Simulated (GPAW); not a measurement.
## Local fields in the dielectric function of BeS (F-43m)

Aim: the dielectric function of BeS (F-43m), with and without local fields.

Program: GPAW 26.7.0. Level of theory: LDA and many-body steps on it, plane waves. Results are calculated unless marked as measured.

Report form: the programs' logs are mostly left out.

The database entry behind the starting cell differs from later determinations by our own check (0.1 to 0.3 % short, probably kX units), so it need not match the best structure at ambient conditions.

### 1. The structure

The structure is cubic, space group F-43m (No. 216). Conventional cell: a = 4.850 Å, b = 4.850 Å, c = 4.850 Å, α = 90.00°, β = 90.00°, γ = 90.00°. Be has 4 S at 2.10 Å nearest. S has 4 Be at 2.10 Å nearest. Farther neighbours and most contacts between anions are not listed.

Coordinates:

```
Be S
1.0
     0.00000    2.42500    2.42500
     2.42500    0.00000    2.42500
     2.42500    2.42500    0.00000
Be S
1 1
Cartesian
  0.0000 0.0000 0.0000
  1.2125 1.2125 1.2125
```

The cell and positions come from the Crystallography Open Database and are kept as given unless a step says otherwise.

### 2. Empty states on the mesh, 10×10×10 mesh, 37 bands

This step: GPAW 26.7.0; DFT, LDA, plane waves, PAW.

The sums over transitions need many empty states on a uniform mesh; this step solves for them.

Contents of run.py:

```python
import json
import numpy as np
from gpaw.mpi import world
from gpaw import GPAW

calc = GPAW('gs.gpw').fixed_density(kpts={'size': (10, 10, 10), 'gamma': True},
    nbands=43,
    convergence={'bands': 37},
    txt='nscf.txt')
calc.write('full.gpw', mode='all')
res = {}
kpts = calc.get_ibz_k_points()
res['kpts'] = kpts
res['eigenvalues'] = [calc.get_eigenvalues(kpt=k) for k in range(len(kpts))]
res['n_electrons'] = calc.get_number_of_electrons()

if world.rank == 0:
    with open('result.json', 'w') as f:
        json.dump(res, f, default=lambda x: x.tolist())
```

Launch:

```
> mpirun -n 4 gpaw python run.py
```

The job ended after 9.5 s (4 MPI ranks of Arm Neoverse V2, shared host; peak memory 0.65 GiB).

This step gave:

```
gap                                                           : 2.896 eV
k of the valence top                                          : 0, 0, 0
k of the conduction bottom                                    : 0.5, 0.5, 0
least direct gap                                              : 5.507 eV
k points computed                                             : 47
lowest point of the top converged band, above the valence top : 52.5801 eV
```

On this mesh the gap is 2.896 eV.

### 3. RPA response

The response function is computed on a frequency grid, with local fields up to the given cutoff.

This step: linear response, RPA, on LDA, plane waves, PAW.

Contents of run.py:

```python
import json
import numpy as np
from gpaw.mpi import world
from gpaw.response.df import DielectricFunction

df = DielectricFunction('full.gpw',
    ecut=50,
    nbands=37,
    eta=0.2,
    frequencies={'type': 'nonlinear', 'domega0': 0.05, 'omega2': 10.0},
    intraband=False,
    txt='df.txt')
res = {'optical': {}, 'eels': []}
for d in 'x':
    y0, y = df.get_dielectric_function(direction=d, xc='RPA', filename=None)
    res['optical'][d] = [y0.real, y0.imag, y.real, y.imag]
res['w'] = df.get_frequencies()
for q_c in [[0.1, 0, 0], [0.2, 0, 0], [0.5, 0, 0], [0.8, 0, 0], [1.2, 0, 0]]:
    res['eels'].append(df.get_eels_spectrum(q_c=q_c, xc='RPA', filename=None))

if world.rank == 0:
    with open('result.json', 'w') as f:
        json.dump(res, f, default=lambda x: x.tolist())
```

Launch:

```
> mpirun -n 4 gpaw python run.py
```

It took 7 s on 4 MPI ranks; peak memory 0.78 GiB.

Numbers from this step:

* ε at zero frequency: 5.134
* the same without local fields: 5.850

The static value is 5.13.

The ε₂ has structure finer than the step of the table below, so its rows give means over 2 eV, whole bins alone (the curve runs from 0 to 39.8 eV). Peaks (eV: height): xx, no local fields 6.8: 18.1; xx, local fields 6.8: 14.4.

RPA, broadening 0.2 eV. ε₂ against photon energy; means over each step:

```csv
photon energy (eV),"xx, no local fields","xx, local fields"
2,0.0933,0.0748
4,0.449,0.355
6,9.93,7.69
8,10.5,8.74
10,3.80,3.71
12,1.79,1.86
14,1.11,1.35
16,0.624,0.780
18,0.415,0.539
20,0.306,0.463
22,0.145,0.324
24,0.0869,0.191
26,0.0677,0.150
28,0.0457,0.120
30,0.0369,0.0964
32,0.0383,0.0735
34,0.0289,0.0639
36,0.0239,0.0380
38,0.0217,0.0297
```

The loss function, xx has structure finer than the step of the table below, so its rows give means over 2 eV, whole bins alone (the curve runs from 0 to 39.8 eV). Peaks (eV: height): 18.8: 2.26, 20.4: 2.39, 21.8: 2.97.

Optical limit, local fields. The loss function, xx by energy loss; means over each step:

```csv
energy loss (eV),"loss function, xx"
2,0.00241
4,0.00628
6,0.0404
8,0.106
10,0.220
12,0.384
14,0.544
16,1.00
18,1.77
20,2.09
22,2.49
24,1.54
26,0.751
28,0.445
30,0.301
32,0.182
34,0.153
36,0.0782
38,0.0561
```

RPA, local fields; q along the first reciprocal vector. -Im 1/eps(q) against energy loss; read off at these points:

```csv
energy loss (eV),q = 0.224 1/A,q = 0.449 1/A,q = 1.122 1/A,q = 1.795 1/A,q = 2.693 1/A
0.00,0,0,0,0,0
2.50,0.00291,0.00267,0.00170,0.00121,9.7e-4
5.00,0.0108,0.0137,0.00750,0.00559,0.00817
7.50,0.0834,0.0601,0.0377,0.0458,0.0578
10.00,0.153,0.180,0.115,0.120,0.102
12.50,0.360,0.327,0.230,0.159,0.113
15.00,0.680,0.638,0.393,0.178,0.110
17.50,1.44,1.15,0.445,0.231,0.128
20.00,2.00,1.76,0.876,0.389,0.151
21.80,2.96,2.77,1.46,0.572,0.166
22.50,2.70,2.67,1.68,0.578,0.186
22.80,2.54,2.60,1.74,0.582,0.197
25.00,1.13,1.40,1.30,0.711,0.240
27.50,0.523,0.615,1.24,0.722,0.280
30.00,0.303,0.338,0.764,0.962,0.320
32.50,0.174,0.191,0.463,0.885,0.335
35.00,0.0882,0.109,0.245,0.552,0.354
37.50,0.0618,0.0656,0.143,0.354,0.318
```

### 4. ALDA response

This step: linear response, ALDA, on LDA, plane waves, PAW.

run.py, as its differences from that of step 3:

```diff
@@ -14,7 +14,7 @@
 for d in 'x':
-    y0, y = df.get_dielectric_function(direction=d, xc='RPA', filename=None)
+    y0, y = df.get_dielectric_function(direction=d, xc='ALDA', filename=None)
     res['optical'][d] = [y0.real, y0.imag, y.real, y.imag]
 res['w'] = df.get_frequencies()
-for q_c in [[0.1, 0, 0], [0.2, 0, 0], [0.5, 0, 0], [0.8, 0, 0], [1.2, 0, 0]]:
-    res['eels'].append(df.get_eels_spectrum(q_c=q_c, xc='RPA', filename=None))
+for q_c in [[0.5, 0, 0]]:
+    res['eels'].append(df.get_eels_spectrum(q_c=q_c, xc='ALDA', filename=None))
```

Launch:

```
> mpirun -n 4 gpaw python run.py
```

Elapsed: 3.4 s, on 4 MPI ranks; peak memory 0.76 GiB; 13 s of CPU time.

Numbers from this step:

- ε at zero frequency: 5.290
- the same without local fields: 5.850

The static value is 5.29.

### 5. RPA response, local-field cutoff (10×10×10 mesh, 37 bands, screening to 100 eV, broadening 0.2 eV)

This step: linear response, RPA, on LDA, plane waves, PAW.

run.py, as its differences from that of step 4:

```diff
@@ -6,3 +6,3 @@
 df = DielectricFunction('full.gpw',
-    ecut=50,
+    ecut=100,
     nbands=37,
@@ -14,3 +14,3 @@
 for d in 'x':
-    y0, y = df.get_dielectric_function(direction=d, xc='ALDA', filename=None)
+    y0, y = df.get_dielectric_function(direction=d, xc='RPA', filename=None)
     res['optical'][d] = [y0.real, y0.imag, y.real, y.imag]
@@ -18,3 +18,3 @@
 for q_c in [[0.5, 0, 0]]:
-    res['eels'].append(df.get_eels_spectrum(q_c=q_c, xc='ALDA', filename=None))
+    res['eels'].append(df.get_eels_spectrum(q_c=q_c, xc='RPA', filename=None))
```

Launch:

```
> mpirun -n 4 gpaw python run.py
```

The job ended after 4 s (4 MPI ranks; peak memory 0.85 GiB; 16 s of CPU time).

Numbers from this step:

```
ε at zero frequency           : 5.025
the same without local fields : 5.850
```

The static value is 5.03.

The ε₂ has structure finer than the step of the table below, so its rows give means over 2 eV, whole bins alone (the curve runs from 0 to 39.8 eV). Peaks (eV: height): xx, no local fields 6.8: 18.1; xx, local fields 6.8: 13.6.

RPA, broadening 0.2 eV. Table of ε₂ by photon energy; means over each step:

```csv
photon energy (eV),"xx, no local fields","xx, local fields"
2,0.0933,0.0706
4,0.449,0.326
6,9.93,6.98
8,10.5,8.89
10,3.80,3.82
12,1.79,1.92
14,1.11,1.39
16,0.624,0.796
18,0.415,0.547
20,0.306,0.476
22,0.145,0.331
24,0.0869,0.186
26,0.0677,0.144
28,0.0457,0.114
30,0.0369,0.0955
32,0.0383,0.0729
34,0.0289,0.0721
36,0.0239,0.0403
38,0.0217,0.0306
```

### 6. RPA response, fewer bands (10×10×10 mesh, 6 bands, screening to 50 eV, broadening 0.2 eV)

run.py, as its differences from that of step 5:

```diff
@@ -6,4 +6,4 @@
 df = DielectricFunction('full.gpw',
-    ecut=100,
-    nbands=37,
+    ecut=50,
+    nbands=6,
     eta=0.2,
@@ -17,3 +17,3 @@
 res['w'] = df.get_frequencies()
-for q_c in [[0.5, 0, 0]]:
+for q_c in []:
     res['eels'].append(df.get_eels_spectrum(q_c=q_c, xc='RPA', filename=None))
```

Launch:

```
> mpirun -n 4 gpaw python run.py
```

Run time: 2.4 s. Hardware: 4 MPI ranks; peak memory 0.74 GiB.

This step gave:

```
ε at zero frequency           : 4.439
the same without local fields : 4.823
```

### 7. RPA response, scissors (10×10×10 mesh, 37 bands, screening to 50 eV, broadening 0.2 eV)

run.py, as its differences from that of step 6:

```diff
@@ -7,3 +7,3 @@
     ecut=50,
-    nbands=6,
+    nbands=37,
     eta=0.2,
@@ -11,2 +11,3 @@
     intraband=False,
+    eshift=0.5,
     txt='df.txt')
```

Launch:

```
> mpirun -n 4 gpaw python run.py
```

The job ended after 2.8 s (4 MPI ranks; peak memory 0.74 GiB).

This step gave:

```
ε at zero frequency           : 4.892
the same without local fields : 5.545
```

The static value is 4.89.

### 8. RPA response, unknown integration mode (10×10×10 mesh, 37 bands, screening to 30 eV, broadening 0.2 eV)

run.py, as its differences from that of step 7:

```diff
@@ -6,3 +6,3 @@
 df = DielectricFunction('full.gpw',
-    ecut=50,
+    ecut=30,
     nbands=37,
@@ -11,3 +11,3 @@
     intraband=False,
-    eshift=0.5,
+    integrationmode='gaussian',
     txt='df.txt')
```

Launch:

```
> mpirun -n 4 gpaw python run.py
```

The job ended after 12 s (4 MPI ranks; peak memory 0.55 GiB).

The run stopped with an error after 12 s.

The program's words: ValueError: Integration mode "gaussian" not implemented.

The fault put into this input: unknown integration mode.

### 9. The runs together

Times are wall times on 4 MPI ranks of Arm Neoverse V2, shared host, good to a factor of about two.

```csv
run,ε(0),without local fields,time
RPA response,5.13,5.85,7 s
ALDA response,5.29,5.85,3.4 s
"RPA response, local-field cutoff (10×10×10 mesh, 37 bands, screening to 100 eV, broadening 0.2 eV)",5.03,5.85,4 s
"RPA response, fewer bands (10×10×10 mesh, 6 bands, screening to 50 eV, broadening 0.2 eV)",4.44,4.82,2.4 s
"RPA response, scissors (10×10×10 mesh, 37 bands, screening to 50 eV, broadening 0.2 eV)",4.89,5.55,2.8 s
```

### 10. Summary of results

| Quantity | Value |
| --- | --- |
| RPA response | ε(0) 5.13 |
| ALDA response | ε(0) 5.29 |
| RPA response, local-field cutoff (10×10×10 mesh, 37 bands, screening to 100 eV, broadening 0.2 eV) | ε(0) 5.03 |
| RPA response, fewer bands (10×10×10 mesh, 6 bands, screening to 50 eV, broadening 0.2 eV) | ε(0) 4.44 |
| RPA response, scissors (10×10×10 mesh, 37 bands, screening to 50 eV, broadening 0.2 eV) | ε(0) 4.89 |

In the optical limit the electronic ε(0) is 5.13, against 5.85 without local fields. ALDA response: ε(0) = 5.29. RPA response, local-field cutoff (10×10×10 mesh, 37 bands, screening to 100 eV, broadening 0.2 eV): ε(0) = 5.03. RPA response, fewer bands (10×10×10 mesh, 6 bands, screening to 50 eV, broadening 0.2 eV): ε(0) = 4.44. RPA response, scissors (10×10×10 mesh, 37 bands, screening to 50 eV, broadening 0.2 eV): ε(0) = 4.89. ε(0) converges slowly with a Γ-centred mesh, and this one is not shown settled. Unless a shift is named, the levels are those of the density functional, and only a kernel with a long-range part can bind an exciton.

[Paths, hosts, dates, memory and timing lines, banners, echoed tables and standing remarks are left out of the program output.]

[Logs are printed without paths, hosts, clocks, repeated set-up lines and the standing remarks that a program may print on its own settings, such as how far it seeks lower states.]

[Runs of the session that timed out or met a known fault of the program may be left out.]

[Hosts, paths, dates, database ids (printed as entryN), source tags and the programs' standing remarks are cut or masked in the printed files.]
